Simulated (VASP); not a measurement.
# TiTe (P6_3/mmc) in VASP: further runs

The runs below take TiTe through single point, with PBEsol.

Everything below comes from runs of VASP 6.6.1. Logs are shortened: lines on timing, memory, paths and dates and some standing lists are left out, and cuts for length are marked.

### Step 1. The crystal as given

The structure is hexagonal, space group P6_3/mmc (No. 194). The conventional cell has a = 3.842 Å, b = 3.842 Å, c = 6.403 Å, α = 90.00°, β = 90.00°, γ = 120.00°. Around Te (site symmetry -6m2) lie 6 Ti at 2.74 Å. Around Ti (site symmetry -3m) lie 6 Te at 2.74 Å.

### Step 2. Single point, PBEsol

File INCAR:

```
  PREC = Accurate
  ENCUT = 450
  EDIFF = 1E-6
  ISMEAR = 0
  SIGMA = 0.5
  LREAL = F
  LASPH = T
  NELM = 100
  ALGO = Normal
  ISIF = 2
  LWAVE = F
  LCHARG = F
  GGA = PS
  ADDGRID = F
```

File KPOINTS:

```
Automatic mesh
0
Gamma
  5 5 3
```

File POSCAR:

```
TiTe
1.0
    3.8420000000      0.0000000000      0.0000000000
   -1.9210000000      3.3272696013      0.0000000000
    0.0000000000      0.0000000000      6.4030000000
Te Ti
2 2
Direct
    0.6666666667      0.3333333333      0.7500000000
    0.3333333333      0.6666666667      0.2500000000
    0.0000000000      0.0000000000      0.5000000000
    0.0000000000      0.0000000000      0.0000000000
```

Potentials or basis: VASP PAW PBE potentials, release 64 (Te, Ti_sv).

The run is started by

```console
cat potpaw_PBE.64/Te/POTCAR potpaw_PBE.64/Ti_sv/POTCAR > POTCAR
mpirun -np 1 vasp_std > vasp.out
```

OUTCAR:

```text
PREC = Accurate
   ENCUT = 450
   EDIFF = 1E-6
   ISMEAR = 0
   LREAL = F
   LASPH = T
   NELM = 100
   ISIF = 2
   GGA = PS

 Found     10 irreducible k-points:

 Following reciprocal coordinates:
            Coordinates               Weight
  0.000000  0.000000  0.000000      1.000000
  0.200000  0.000000  0.000000      6.000000
  0.400000  0.000000  0.000000      6.000000
  0.200000  0.200000  0.000000      6.000000
  0.400000  0.200000  0.000000      6.000000
  0.000000  0.000000  0.333333      2.000000
   k-points           NKPTS =     10   k-points in BZ     NKDIM =     10   number of bands    NBANDS=     22
   number of dos      NEDOS =    301   number of ions     NIONS =      4
   total plane-waves  NPLWV =  37632
   dimension x,y,z NGX =    28 NGY =   28 NGZ =   48
   dimension x,y,z NGXF=    56 NGYF=   56 NGZF=   96
   ions per type =               2   2
   NGX,Y,Z   is equivalent  to a cutoff of  12.12, 12.12, 12.46 a.u.
   NGXF,Y,Z  is equivalent  to a cutoff of  24.23, 24.23, 24.93 a.u.
 SYSTEM =  unknown system
   PREC   = accura    normal or accurate (medium, high low for compatibility)
   ISTART =      0    job   : 0-new  1-cont  2-samecut
   ICHARG =      2    charge: 1-file 2-atom 10-const
   ISPIN  =      1    spin polarized calculation?
   LNONCOLLINEAR =      F non collinear calculations
   LSORBIT =      F    spin-orbit coupling
   LASPH  =      T    aspherical Exc in radial PAW
   ENCUT  =  450.0 eV  33.07 Ry    5.75 a.u.   6.65  6.65 11.08*2*pi/ulx,y,z
   NELM   =    100;   NELMIN=  2; NELMDL= -5     # of ELM steps
   EDIFF  = 0.1E-05   stopping-criterion for ELM
   LREAL  =      F    real-space projection
   EDIFFG = 0.1E-04   stopping-criterion for IOM
   NSW    =      0    number of steps for IOM
   IBRION =     -1    ionic relax: 0-MD 1-quasi-New 2-CG
   NFREE  =      0    steps in history (QN), initial steepest desc. (CG)
   ISIF   =      2    stress and relaxation
   ISYM   =      2    0-nonsym 1-usesym 2-fastsym
   POTIM  = 0.5000    time-step for ionic-motion
   TEBEG  =    0.0;   TEEND  =   0.0 temperature during run
   PSTRESS=    0.0 pullay stress
   NELECT =      36.0000    total number of electrons
   NUPDOWN=      -1.0000    fix difference up-down
   EMIN   =  10.00;   EMAX   =-10.00  energy-range for DOS
   EFERMI =   0.00;   METHOD = LEGACY
   ISMEAR =     0;   SIGMA  =   0.50  broadening in eV -4-tet -1-fermi 0-gaus
   EFERMI_NEDOS =   21; number of points for ismear=-14 and -15
   IALGO  =     38    algorithm
   IMIX   =      4    mixing-type and parameters
     AMIX     =   0.40;   BMIX     =  1.00
     AMIX_MAG =   1.60;   BMIX_MAG =  1.00
  volume/ion in A,a.u.               =      20.46       138.09
  Fermi-wavevector in a.u.,A,eV,Ry     =   1.244991  2.352691 21.089049  1.550001
  Thomas-Fermi vector in A             =   2.379233
   LORBIT       =      0    0 simple, 1 ext, 2 COOP (PROOUT), +10 PAW based schemes
   GGA     = PS    functional components
   LHFCALC =     F    Hartree Fock is set to
   AEXX    =    0.0000 exact exchange contribution
   IVDW    =     0    specifies the selected vdW correction
   LEPSILON=     F    determine dielectric tensor
   LRPA    =     F    only Hartree local field effects (RPA)
 non-spin polarized calculation
 Gauss-broadening in eV      SIGMA  =   0.50
  energy-cutoff  :      450.00
  volume of cell :       81.85
 maximum number of plane-waves:      1810
 NGX is ok and might be reduce to    28
   NGX = 13   NGY = 13   NGZ = 23

 number of electron      36.0000000 magnetization

 Free energy of the ion-electron system (eV)
  ---------------------------------------------------
  ext. energy  EPLUGINS =         0.00000000
  ---------------------------------------------------
  free energy    TOTEN  =       -26.47399757 eV

  energy without entropy =      -25.95297442  energy(sigma->0) =      -26.21348599

 E-fermi :  10.0673     XC(G=0): -11.1579

 val. band max:       10.0099571134   @ k =   0.2000   0.0000   0.0000
 cond. band min:      10.1100670081   @ k =   0.2000   0.2000   0.3333
 fundamental gap:      0.1001098947
 Fermi energy:        10.0673152473

 k-point     1 :       0.0000    0.0000    0.0000
  band No.  band energies     occupation
      1     -46.9509      2.00000
      2     -46.9363      2.00000
      3     -23.4010      2.00000
      4     -23.4010      2.00000
      5     -23.3932      2.00000
      6     -23.3827      2.00000
[... 14 lines left out ...]
     21       9.6813      1.72507
     22      11.0615      0.00492

 k-point     2 :       0.2000    0.0000    0.0000
  band No.  band energies     occupation
      1     -46.9498      2.00000
      2     -46.9354      2.00000
      3     -23.4178      2.00000
      4     -23.4050      2.00000
      5     -23.3961      2.00000
      6     -23.3880      2.00000
[... 14 lines left out ...]
     21      10.7642      0.04872
     22      11.0458      0.00565

 k-point     3 :       0.4000    0.0000    0.0000
  band No.  band energies     occupation
      1     -46.9481      2.00000
      2     -46.9338      2.00000
      3     -23.4449      2.00000
      4     -23.4177      2.00000
      5     -23.4115      2.00000
      6     -23.3896      2.00000
[... 14 lines left out ...]
     21      10.8455      0.02774
     22      11.1603      0.00199

 k-point     4 :       0.2000    0.2000    0.0000
  band No.  band energies     occupation
      1     -46.9484      2.00000
      2     -46.9341      2.00000
      3     -23.4353      2.00000
      4     -23.4147      2.00000
      5     -23.4099      2.00000
      6     -23.3925      2.00000
[... 14 lines left out ...]
     21      10.8854      0.02068
     22      10.9488      0.01266

 k-point     5 :       0.4000    0.2000    0.0000
  band No.  band energies     occupation
      1     -46.9476      2.00000
      2     -46.9333      2.00000
      3     -23.4437      2.00000
      4     -23.4231      2.00000
      5     -23.4163      2.00000
      6     -23.3990      2.00000
[... 14 lines left out ...]
     21      10.7410      0.05673
     22      11.2391      0.00092

 k-point     6 :       0.0000    0.0000    0.3333
  band No.  band energies     occupation
      1     -46.9474      2.00000
      2     -46.9400      2.00000
      3     -23.3964      2.00000
      4     -23.3964      2.00000
      5     -23.3873      2.00000
      6     -23.3873      2.00000
[... 14 lines left out ...]
     21      10.3322      0.45373
     22      11.1370      0.00248

 [... further k-points ...]

------------------------ aborting loop because EDIFF is reached ----------------------------------------

  FORCE on cell =-STRESS in cart. coord.  units (eV):
  Direction    XX          YY          ZZ          XY          YZ          ZX
  --------------------------------------------------------------------------------------
  -------------------------------------------------------------------------------------
  Total        1.4146891      1.4146891      3.8493327      0.0000000     -0.0000000      0.0000000
  in kB       27.6912607     27.6912607     75.3472099      0.0000000     -0.0000000      0.0000000
  external PRESSURE =      43.5765771 kB  Pullay stress =       0.0000000 kB

 VOLUME and BASIS-vectors are now :
 -----------------------------------------------------------------------------
  energy-cutoff  :      450.00
  volume of cell :       81.85
      direct lattice vectors                 reciprocal lattice vectors
     3.842000000  0.000000000  0.000000000     0.260281104  0.150273365  0.000000000
    -1.921000000  3.327269601  0.000000000     0.000000000  0.300546730  0.000000000
     0.000000000  0.000000000  6.403000000     0.000000000  0.000000000  0.156176792

 POSITION                                       TOTAL-FORCE (eV/Angst)
 -----------------------------------------------------------------------------------
      1.92100      1.10909      4.80225        -0.000000      0.000000      0.000000
     -0.00000      2.21818      1.60075         0.000000     -0.000000      0.000000
      0.00000      0.00000      3.20150        -0.000000     -0.000000      0.000000
      0.00000      0.00000      0.00000        -0.000000     -0.000000      0.000000
 -----------------------------------------------------------------------------------
    total drift:                                0.000000     -0.000000      0.000000

  FREE ENERGIE OF THE ION-ELECTRON SYSTEM (eV)
  ---------------------------------------------------
  free  energy   TOTEN  =       -26.4739975657 eV

  energy  without entropy=      -25.9529744240  energy(sigma->0) =      -26.21348599
```

OSZICAR:

```text
N       E                     dE             d eps       ncg     rms          rms(c)
DAV:   1     0.352469564498E+03    0.35247E+03   -0.15979E+04   440   0.156E+03
DAV:   2     0.105266071269E+02   -0.34194E+03   -0.33681E+03   478   0.447E+02
DAV:   3    -0.261171040184E+02   -0.36644E+02   -0.36169E+02   786   0.133E+02
DAV:   4    -0.286330454124E+02   -0.25159E+01   -0.24904E+01   658   0.285E+01
DAV:   5    -0.287671285551E+02   -0.13408E+00   -0.13373E+00   630   0.559E+00    0.145E+01
DAV:   6    -0.266530812408E+02    0.21140E+01   -0.21353E+01   576   0.372E+01    0.496E+00
DAV:   7    -0.264996759872E+02    0.15341E+00   -0.22086E+00   588   0.125E+01    0.339E+00
DAV:   8    -0.264740860546E+02    0.25590E-01   -0.17000E-01   650   0.303E+00    0.430E-01
DAV:   9    -0.264736734098E+02    0.41264E-03   -0.16493E-02   618   0.106E+00    0.262E-01
DAV:  10    -0.264740463209E+02   -0.37291E-03   -0.24954E-03   686   0.449E-01    0.570E-02
DAV:  11    -0.264740016456E+02    0.44675E-04   -0.74149E-04   680   0.238E-01    0.417E-02
DAV:  12    -0.264739975590E+02    0.40865E-05   -0.12076E-04   606   0.890E-02    0.471E-03
DAV:  13    -0.264739975657E+02   -0.66489E-08   -0.65420E-06   428   0.101E-02
   1 F= -.26473998E+02 E0= -.26213486E+02  d E =-.521023E+00
```

stdout:

```text
POSCAR found type information on POSCAR TeTi
 POSCAR found :  2 types and       4 ions
 scaLAPACK will be used
 -----------------------------------------------------------------------------
|                                                                             |
|                                                                             |
|     You enforced a specific xc type in the INCAR file but a different       |
|     I HOPE YOU KNOW WHAT YOU ARE DOING!                                     |
|                                                                             |
 -----------------------------------------------------------------------------

 LDA part: xc-table for (Slater+PW92), standard interpolation
 POSCAR, INCAR and KPOINTS ok, starting setup
 FFT: planning ... GRIDC
 FFT: planning ... GRID_SOFT
 FFT: planning ... GRID
 WAVECAR not read
 entering main loop
```

It took 12 s on 1 thread of AMD EPYC 9R14 (Zen 4), shared host; peak memory 0.16 GiB.

These settings aren't checked as converged: the numbers below hold their error.

Results:

- Free energy: -26.4740 eV
- Pressure: 4.4 GPa
- Band gap on the k mesh: none (metal or under the smearing width)

Caveat: the k mesh is coarse (spacing up to 0.38 Å⁻¹), so the values aren't converged; the PAW data sets were made with another functional, which shifts forces and pressure a little.

### Step 3. Single point, PBEsol

Edit INCAR of step 2 so:

```diff
@@ -4,3 +4,3 @@
   ISMEAR = 0
-  SIGMA = 0.5
+  SIGMA = 0.2
   LREAL = F
```

KPOINTS is that of step 2.

POSCAR is that of step 2.

Potentials or basis: VASP PAW PBE potentials, release 64 (Te, Ti_sv).

The run is started by

```console
cat potpaw_PBE.64/Te/POTCAR potpaw_PBE.64/Ti_sv/POTCAR > POTCAR
mpirun -np 1 vasp_std > vasp.out
```

It took 12 s on 1 thread of AMD EPYC 9R14 (Zen 4), shared host; peak memory 0.16 GiB.

The run converged, but some of its settings lie outside the range that counts as converged, so its numbers aren't taken as properties of the crystal.

What came out:

```yaml
Free_energy: -26.2660 eV
Pressure: 3.5 GPa
Band_gap_on_the_k_mesh: none (metal or under the smearing width)
```

Caveat: the k mesh is coarse (spacing up to 0.38 Å⁻¹), so the values aren't converged; the PAW data sets were made with another functional, which shifts forces and pressure a little.
